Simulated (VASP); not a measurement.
**YN (rocksalt): gaps by functional in VASP**

```cif
data_structure
_symmetry_space_group_name_H-M 'P 1'
_symmetry_Int_Tables_number 1
_cell_length_a 3.4621
_cell_length_b 3.4621
_cell_length_c 3.4621
_cell_angle_alpha 60.000
_cell_angle_beta 60.000
_cell_angle_gamma 60.000
_cell_volume 29.34
loop_
_atom_site_label
_atom_site_type_symbol
_atom_site_fract_x
_atom_site_fract_y
_atom_site_fract_z
_atom_site_occupancy
Y1 Y 0.00000 0.00000 0.00000 1
N1 N 0.50000 0.50000 0.50000 1
```

All runs share this cell. Band v is the last that the valence electrons fill when counted band by band, and c is the next. A negative gap between them is a band overlap, as in a metal.

| level | gap (eV) | least direct gap (eV) | pressure (GPa) |
| --- | --- | --- | --- |
| PBE | 0.20 | 0.59 | 0.8 |
| r²SCAN | 0.60 | 1.00 | 0.0 |
| LDA | 0.10 | 0.48 | -7.6 |
| PBEsol | 0.12 | 0.51 | -4.1 |
| PBE with spin–orbit coupling | 0.18 | 0.54 | – |
